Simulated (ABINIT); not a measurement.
## MnO2: Hubbard U by linear response with PBEsol+U

The system is MnO2.

```
CELL_PARAMETERS angstrom
1.42843 0.82471 4.58393
-1.42843 0.82471 4.58393
0.00000 -1.64941 4.58393
ATOMIC_POSITIONS crystal
Mn 0.03978 0.93894 0.98648
O 0.24144 0.30603 0.26051
O 0.71878 0.75503 0.75302
```

The cell comes from a database or a generator and needn't be the stable form of this composition.

```json
{
 "Program": "ABINIT 10.8.3 (patched build)",
 "Task": "Hubbard U by linear response",
 "Functional": "PBEsol",
 "Potentials or basis": "Ansatz PAW PBE default generated set, frozen core",
 "Cutoff": "435 eV",
 "k mesh": "6 × 6 × 6",
 "Occupations": "fermi-dirac, width 0.05 eV",
 "Spin": "collinear spin, ferromagnetic start",
 "Starting moments": "[4.0, 0.0, 0.0] μB",
 "Hubbard terms": "Mn d U = 0 eV",
 "Double counting (usepawu)": "1",
 "Occupation projector (dmatpuopt)": "3",
 "Perturbed atom": "1",
 "Perturbed element": "Mn",
 "Parameter computed": "U",
 "Potential shifts (eV)": "[-0.1, 0.1]",
 "Fine-grid cutoff": "870.764 eV"
}
```

```
Pressure                       : 10.5 GPa
Largest force                  : 8.698 eV/Å
Band gap on the k mesh         : 0.35 eV, indirect (least direct gap 0.39 eV)
Net moment                     : 3.00 μB per cell
Site moments                   : Mn +2.78; O +0.15, +0.07 μB
Hubbard U from linear response : 4.34 eV
```

Forces in eV/Å, atoms in the order of the input:
```
Mn  -4.770  1.805  7.046
O    4.555 -2.048 -4.346
O    0.214  0.243 -2.699
```

Stress tensor (GPa, compression positive):
```
 20.25 -16.18 -14.87
-16.18  12.51   8.67
-14.87   8.67  -1.21
```

Eigenvalues of the final occupation matrices:
```csv
site,spin,trace,eigenvalues
atom 1,1,3.93,0.54 0.54 0.93 0.95 0.96
atom 1,2,1.25,0.12 0.18 0.20 0.34 0.41
```

Run time: 24 min on 1 thread of Arm Neoverse V1, on a shared host, peak memory 0.47 GiB.

Caveat: the k mesh is coarse (spacing up to 0.43 Å⁻¹), so the values aren't converged; the shifted atom has its images in every cell, so this scalar value isn't converged in cell size and belongs to these projectors alone; the atomic spheres overlap; the PAW data sets were made with another functional, which shifts forces and pressure a little; a cell with one magnetic atom can't hold antiferromagnetic order, which such compounds often take. The state reached can hang on the start; a lower one may exist.
